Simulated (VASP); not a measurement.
# PtSe2 (P-3m1) in VASP: band structure with PBEsol

Aim: the band structure of PtSe2 with PBEsol.

Everything below comes from runs of VASP 6.6.1. Logs are shortened: lines on timing, memory, paths and dates and some standing lists are left out, and cuts for length are marked.

## Step 1: The structure

It takes space group P-3m1 (No. 164, trigonal). Conventional cell: a = 3.759 Å, b = 3.759 Å, c = 4.872 Å, α = 90.00°, β = 90.00°, γ = 120.00°. Around Pt (site symmetry -3m) lie 6 Se at 2.51 Å. Se (site symmetry 3m) has 3 Pt at 2.51 Å as nearest neighbours.

## Step 2: Band structure, PBEsol

POSCAR reads:

```
PtSe2                                   
1.0
    3.7585145495      0.0000000000      0.0000000000
   -1.8792572748      3.2549690766      0.0000000000
    0.0000000000      0.0000000000      4.8719663895
  Pt              Se            
     1     2
Direct
     0.0000000000000000    0.0000000000000000    0.0000000000000000
     0.3333333300000021    0.6666666699999979    0.2608756203605438
     0.6666666699999979    0.3333333300000021    0.7391243796394562
```

INCAR.step1 reads:

```
SYSTEM = PtSe2
  ALGO = Fast
  EDIFF = 1E-7
  ENCUT = 520
  GGA = PS
  ISIF = 2
  ISMEAR = 0
  LASPH = .TRUE.
  LCHARG = .TRUE.
  LMAXMIX = 4
  LREAL = .FALSE.
  LWAVE = .FALSE.
  NBANDS = 18
  NELM = 60
  PREC = Accurate
  SIGMA = 0.02
```

KPOINTS.step1 reads:

```
k-points
0
G
  9 9 6
  0 0 0
```

INCAR.step2 reads:

```
SYSTEM = PtSe2
  ALGO = Fast
  EDIFF = 1E-7
  ENCUT = 520
  GGA = PS
  ICHARG = 11
  ISIF = 2
  ISMEAR = 0
  LASPH = .TRUE.
  LCHARG = .FALSE.
  LMAXMIX = 4
  LREAL = .FALSE.
  LWAVE = .FALSE.
  NBANDS = 18
  NELM = 60
  PREC = Accurate
  SIGMA = 0.05
```

KPOINTS.step2 reads:

```
path GMKGALHA,LM,KH
15
line-mode
reciprocal
 0.0000000000  0.0000000000  0.0000000000  G
 0.5000000000  0.0000000000  0.0000000000  M

 0.5000000000  0.0000000000  0.0000000000  M
 0.3333333333  0.3333333333  0.0000000000  K

 0.3333333333  0.3333333333  0.0000000000  K
 0.0000000000  0.0000000000  0.0000000000  G

 0.0000000000  0.0000000000  0.0000000000  G
 0.0000000000  0.0000000000  0.5000000000  A

 0.0000000000  0.0000000000  0.5000000000  A
 0.5000000000  0.0000000000  0.5000000000  L

 0.5000000000  0.0000000000  0.5000000000  L
 0.3333333333  0.3333333333  0.5000000000  H

 0.3333333333  0.3333333333  0.5000000000  H
 0.0000000000  0.0000000000  0.5000000000  A

 0.5000000000  0.0000000000  0.5000000000  L
 0.5000000000  0.0000000000  0.0000000000  M

 0.3333333333  0.3333333333  0.0000000000  K
 0.3333333333  0.3333333333  0.5000000000  H
```

Potentials or basis: VASP PAW PBE potentials, release 64 (Pt, Se).

On the command line:

```sh
> cat potpaw_PBE.64/Pt/POTCAR potpaw_PBE.64/Se/POTCAR > POTCAR
> cp INCAR.step1 INCAR
> cp KPOINTS.step1 KPOINTS
> mpirun -np 1 vasp_std > vasp.out
> cp INCAR.step2 INCAR
> cp KPOINTS.step2 KPOINTS
> mpirun -np 1 vasp_std > vasp.out
```

OUTCAR:

```text
SYSTEM = PtSe2
   EDIFF = 1E-7
   ENCUT = 520
   GGA = PS
   ICHARG = 11
   ISIF = 2
   ISMEAR = 0
   LASPH = .TRUE.
   LREAL = .FALSE.
   NELM = 60
   PREC = Accurate

 ion  position               nearest neighbor table
   1  0.000  0.000  0.000-   2 2.51   3 2.51   2 2.51   3 2.51   3 2.51   2 2.51
   2  0.333  0.667  0.261-   1 2.51   1 2.51   1 2.51
   3  0.667  0.333  0.739-   1 2.51   1 2.51   1 2.51

  LATTYP: Found a hexagonal cell.
 ALAT       =     3.7585145495
 C/A-ratio  =     1.2962478461

  Lattice vectors:

 A1 = (   3.7585145495,   0.0000000000,   0.0000000000)
 A2 = (  -1.8792572748,   3.2549690766,   0.0000000000)
 A3 = (   0.0000000000,   0.0000000000,   4.8719663895)

Analysis of symmetry for initial positions (statically):
=====================================================================
 Subroutine PRICEL returns:
 Original cell was already a primitive cell.

 Routine SETGRP: Setting up the symmetry group for a
 hexagonal supercell.

 Subroutine GETGRP returns: Found 12 space group operations
 (whereof 12 operations were pure point group operations)
 out of a pool of 24 trial point group operations.

The static configuration has the point symmetry D_3d.

Analysis of symmetry for dynamics (positions and initial velocities):
=====================================================================
 Subroutine PRICEL returns:
 Original cell was already a primitive cell.

 Routine SETGRP: Setting up the symmetry group for a
 hexagonal supercell.

 Subroutine GETGRP returns: Found 12 space group operations
 (whereof 12 operations were pure point group operations)
 out of a pool of 24 trial point group operations.

The dynamic configuration has the point symmetry D_3d.

 Subroutine INISYM returns: Found 12 space group operations
 (whereof 12 operations are pure point group operations),
 and found     1 'primitive' translations

----------------------------------------------------------------------------------------

                                     Primitive cell

  volume of cell :      59.6029

  direct lattice vectors                    reciprocal lattice vectors
     3.758514550  0.000000000  0.000000000     0.266062559  0.153611290  0.000000000
    -1.879257275  3.254969077  0.000000000     0.000000000  0.307222581  0.000000000
     0.000000000  0.000000000  4.871966389     0.000000000  0.000000000  0.205255932

  length of vectors
     3.758514550  3.758514546  4.871966389     0.307222580  0.307222581  0.205255932

  position of ions in fractional coordinates (direct lattice)
     0.000000000  0.000000000  0.000000000
     0.333333330  0.666666670  0.260875620
     0.666666670  0.333333330  0.739124380

  ion indices of the primitive-cell ions
   primitive index   ion index
                 1           1
                 2           2
                 3           3

----------------------------------------------------------------------------------------

 KPOINTS: path GMKGALHA,LM,KH

Interpolating k-points between supplied coordinates.

 Line segments in fractional coordinates (reciprocal lattice):
    0.000000  0.000000  0.000000  ...  0.500000  0.000000  0.000000
    0.500000  0.000000  0.000000  ...  0.333333  0.333333  0.000000
    0.333333  0.333333  0.000000  ...  0.000000  0.000000  0.000000
    0.000000  0.000000  0.000000  ...  0.000000  0.000000  0.500000
    0.000000  0.000000  0.500000  ...  0.500000  0.000000  0.500000
    0.500000  0.000000  0.500000  ...  0.333333  0.333333  0.500000
    0.333333  0.333333  0.500000  ...  0.000000  0.000000  0.500000
    0.500000  0.000000  0.500000  ...  0.500000  0.000000  0.000000
    0.333333  0.333333  0.000000  ...  0.333333  0.333333  0.500000

 Generated    15 points on each line segment, for a total of    135 k-points:

 Following reciprocal coordinates:
            Coordinates               Weight
  0.000000  0.000000  0.000000      0.007407
  0.035714  0.000000  0.000000      0.007407
  0.071429  0.000000  0.000000      0.007407
  0.107143  0.000000  0.000000      0.007407
  0.142857  0.000000  0.000000      0.007407
  0.178571  0.000000  0.000000      0.007407
[... 16 lines left out ...]
  0.416667  0.166667  0.000000      0.007407
  0.404762  0.190476  0.000000      0.007407
 [... further k-points ...]
   k-points           NKPTS =    135   k-points in BZ     NKDIM =    135   number of bands    NBANDS=     18
   number of dos      NEDOS =    301   number of ions     NIONS =      3
   total plane-waves  NPLWV =  28224
   dimension x,y,z NGX =    28 NGY =   28 NGZ =   36
   dimension x,y,z NGXF=    56 NGYF=   56 NGZF=   72
   ions per type =               1   2
   NGX,Y,Z   is equivalent  to a cutoff of  12.38, 12.38, 12.28 a.u.
   NGXF,Y,Z  is equivalent  to a cutoff of  24.77, 24.77, 24.57 a.u.
 SYSTEM =  PtSe2
   PREC   = accura    normal or accurate (medium, high low for compatibility)
   ISTART =      0    job   : 0-new  1-cont  2-samecut
   ICHARG =     11    charge: 1-file 2-atom 10-const
   ISPIN  =      1    spin polarized calculation?
   LNONCOLLINEAR =      F non collinear calculations
   LSORBIT =      F    spin-orbit coupling
   LASPH  =      T    aspherical Exc in radial PAW
   ENCUT  =  520.0 eV  38.22 Ry    6.18 a.u.   6.99  6.99  9.06*2*pi/ulx,y,z
   NELM   =     60;   NELMIN=  2; NELMDL=  0     # of ELM steps
   EDIFF  = 0.1E-06   stopping-criterion for ELM
   LREAL  =      F    real-space projection
   EDIFFG = 0.1E-05   stopping-criterion for IOM
   NSW    =      0    number of steps for IOM
   IBRION =     -1    ionic relax: 0-MD 1-quasi-New 2-CG
   NFREE  =      0    steps in history (QN), initial steepest desc. (CG)
   ISIF   =      2    stress and relaxation
   ISYM   =      2    0-nonsym 1-usesym 2-fastsym
   POTIM  = 0.5000    time-step for ionic-motion
   TEBEG  =    0.0;   TEEND  =   0.0 temperature during run
   PSTRESS=    0.0 pullay stress
   NELECT =      22.0000    total number of electrons
   NUPDOWN=      -1.0000    fix difference up-down
   EMIN   =  10.00;   EMAX   =-10.00  energy-range for DOS
   EFERMI =   0.00;   METHOD = LEGACY
   ISMEAR =     0;   SIGMA  =   0.05  broadening in eV -4-tet -1-fermi 0-gaus
   EFERMI_NEDOS =   21; number of points for ismear=-14 and -15
   IALGO  =     68    algorithm
   IMIX   =      4    mixing-type and parameters
     AMIX     =   0.40;   BMIX     =  1.00
     AMIX_MAG =   1.60;   BMIX_MAG =  1.00
  volume/ion in A,a.u.               =      19.87       134.07
  Fermi-wavevector in a.u.,A,eV,Ry     =   1.174338  2.219178 18.763396  1.379071
  Thomas-Fermi vector in A             =   2.310737
   LORBIT       =      0    0 simple, 1 ext, 2 COOP (PROOUT), +10 PAW based schemes
   GGA     = PS    functional components
   LHFCALC =     F    Hartree Fock is set to
   AEXX    =    0.0000 exact exchange contribution
   IVDW    =     0    specifies the selected vdW correction
   LEPSILON=     F    determine dielectric tensor
   LRPA    =     F    only Hartree local field effects (RPA)
 non-spin polarized calculation
 RMM-DIIS sequential band-by-band and
 Gauss-broadening in eV      SIGMA  =   0.05
  energy-cutoff  :      520.00
  volume of cell :       59.60
 maximum number of plane-waves:      1632
 NGX is ok and might be reduce to    28

 number of electron      21.9999997 magnetization

 Free energy of the ion-electron system (eV)
  ---------------------------------------------------
  ext. energy  EPLUGINS =         0.00000000
  ---------------------------------------------------
  free energy    TOTEN  =       -15.66246783 eV

  energy without entropy =      -15.66001952  energy(sigma->0) =      -15.66124368

 E-fermi :   6.5621     XC(G=0): -10.9548

 val. band max:        6.5505558876   @ k =   0.3333   0.3333   0.0357
 cond. band min:       6.5626433627   @ k =   0.1071   0.0000   0.0000
 fundamental gap:      0.0120874750
 Fermi energy:         6.5621121926

 k-point     1 :       0.0000    0.0000    0.0000
  band No.  band energies     occupation
      1      -9.1527      2.00000
      2      -6.0899      2.00000
      3      -0.6253      2.00000
      4       0.2144      2.00000
      5       0.2144      2.00000
      6       2.6888      2.00000
[... 10 lines left out ...]
     17      13.7606      0.00000
     18      18.2505      0.00000

 k-point     2 :       0.0357    0.0000    0.0000
  band No.  band energies     occupation
      1      -9.1386      2.00000
      2      -6.0979      2.00000
      3      -0.6079      2.00000
      4       0.2237      2.00000
      5       0.2274      2.00000
      6       2.6710      2.00000
[... 10 lines left out ...]
     17      13.8058      0.00000
     18      18.0701      0.00000

 k-point     3 :       0.0714    0.0000    0.0000
  band No.  band energies     occupation
      1      -9.0965      2.00000
      2      -6.1216      2.00000
      3      -0.5559      2.00000
      4       0.2512      2.00000
      5       0.2661      2.00000
      6       2.6145      2.00000
[... 10 lines left out ...]
     17      13.9378      0.00000
     18      17.3181      0.00000

 k-point     4 :       0.1071    0.0000    0.0000
  band No.  band energies     occupation
      1      -9.0270      2.00000
      2      -6.1599      2.00000
      3      -0.4706      2.00000
      4       0.2960      2.00000
      5       0.3296      2.00000
      6       2.5099      2.00000
[... 375 lines left out ...]
      4       0.7173      2.00000
      5       1.3999      2.00000
      6       1.6966      2.00000
[... 10 lines left out ...]
     17      15.4903      0.00000
     18      16.6111      0.00000

 k-point    23 :       0.4167    0.1667    0.0000
  band No.  band energies     occupation
      1      -7.2734      2.00000
      2      -7.0591      2.00000
      3      -0.5320      2.00000
      4       0.6691      2.00000
      5       1.2983      2.00000
      6       1.6254      2.00000
[... 10 lines left out ...]
     17      15.6468      0.00000
     18      16.5461      0.00000

 k-point    24 :       0.4048    0.1905    0.0000
  band No.  band energies     occupation
      1      -7.2550      2.00000
      2      -7.0498      2.00000
      3      -0.5016      2.00000
      4       0.6259      2.00000
      5       1.1325      2.00000
      6       1.6424      2.00000
[... 10 lines left out ...]
     17      15.6150      0.00000
     18      16.7097      0.00000

 [... further k-points ...]

------------------------ aborting loop because EDIFF is reached ----------------------------------------

  FORCE on cell =-STRESS in cart. coord.  units (eV):
  Direction    XX          YY          ZZ          XY          YZ          ZX
  --------------------------------------------------------------------------------------
  -------------------------------------------------------------------------------------
  Total        0.6710850      0.6710850      0.4020329     -0.0000000     -0.0000000     -0.0000000
  in kB       18.0393424     18.0393424     10.8069899     -0.0000000     -0.0000000     -0.0000000
  external PRESSURE =      15.6285582 kB  Pullay stress =       0.0000000 kB

 VOLUME and BASIS-vectors are now :
 -----------------------------------------------------------------------------
  energy-cutoff  :      520.00
  volume of cell :       59.60
      direct lattice vectors                 reciprocal lattice vectors
     3.758514550  0.000000000  0.000000000     0.266062559  0.153611290  0.000000000
    -1.879257275  3.254969077  0.000000000     0.000000000  0.307222581  0.000000000
     0.000000000  0.000000000  4.871966389     0.000000000  0.000000000  0.205255932

 POSITION                                       TOTAL-FORCE (eV/Angst)
 -----------------------------------------------------------------------------------
      0.00000      0.00000      0.00000         0.000000      0.000000      0.000000
     -0.00000      2.16998      1.27098         0.000000      0.000000     -0.341633
      1.87926      1.08499      3.60099        -0.000000     -0.000000      0.341633
 -----------------------------------------------------------------------------------
    total drift:                               -0.000000      0.000000     -0.000000

  FREE ENERGIE OF THE ION-ELECTRON SYSTEM (eV)
  ---------------------------------------------------
  free  energy   TOTEN  =       -15.6624678287 eV

  energy  without entropy=      -15.6600195215  energy(sigma->0) =      -15.66124368
```

Wall time 78 s (1 thread of Intel Xeon Platinum 8488C (Sapphire Rapids), shared host); peak memory 0.26 GiB.

What came out:

| Item | Value |
| --- | --- |
| Band gap along the path | none (metal or under the smearing width) |

Levels at the corners of the path, in eV from the Fermi level:
| point | band 8 | band 9 | band 10 | band 11 | band 12 | band 13 | band 14 | band 15 |
| --- | --- | --- | --- | --- | --- | --- | --- | --- |
| Γ | -2.51 | -1.04 | -1.04 | 0.71 | 1.17 | 1.17 | 3.25 | 4.03 |
| M | -3.71 | -3.40 | -3.34 | -2.96 | 0.51 | 2.46 | 4.89 | 5.94 |
| M | -3.71 | -3.40 | -3.34 | -2.96 | 0.51 | 2.46 | 4.89 | 5.94 |
| K | -3.69 | -2.40 | -1.76 | -1.76 | -0.06 | -0.06 | 3.87 | 7.45 |
| K | -3.69 | -2.40 | -1.76 | -1.76 | -0.06 | -0.06 | 3.87 | 7.45 |
| Γ | -2.51 | -1.04 | -1.04 | 0.71 | 1.17 | 1.17 | 3.25 | 4.03 |
| Γ | -2.51 | -1.04 | -1.04 | 0.71 | 1.17 | 1.17 | 3.25 | 4.03 |
| A | -2.97 | -1.71 | -1.67 | -1.67 | 2.32 | 2.32 | 4.83 | 6.40 |
| A | -2.97 | -1.71 | -1.67 | -1.67 | 2.32 | 2.32 | 4.83 | 6.40 |
| L | -3.42 | -3.15 | -2.71 | -1.18 | 0.70 | 1.44 | 4.74 | 4.79 |
| L | -3.42 | -3.15 | -2.71 | -1.18 | 0.70 | 1.44 | 4.74 | 4.79 |
| H | -4.39 | -3.54 | -2.52 | -2.52 | 2.24 | 2.24 | 6.54 | 7.47 |
| H | -4.39 | -3.54 | -2.52 | -2.52 | 2.24 | 2.24 | 6.54 | 7.47 |
| A | -2.97 | -1.71 | -1.67 | -1.67 | 2.32 | 2.32 | 4.83 | 6.40 |
| L | -3.42 | -3.15 | -2.71 | -1.18 | 0.70 | 1.44 | 4.74 | 4.79 |
| M | -3.71 | -3.40 | -3.34 | -2.96 | 0.51 | 2.46 | 4.89 | 5.94 |
| K | -3.69 | -2.40 | -1.76 | -1.76 | -0.06 | -0.06 | 3.87 | 7.45 |
| H | -4.39 | -3.54 | -2.52 | -2.52 | 2.24 | 2.24 | 6.54 | 7.47 |

Caveat: the log is that of the step along the path at fixed density, whose energy, stress, charges and moments have no meaning; the PAW data sets were made with another functional, which shifts forces and pressure a little; spin-orbit coupling is left out, which moves the levels of the heavy elements.
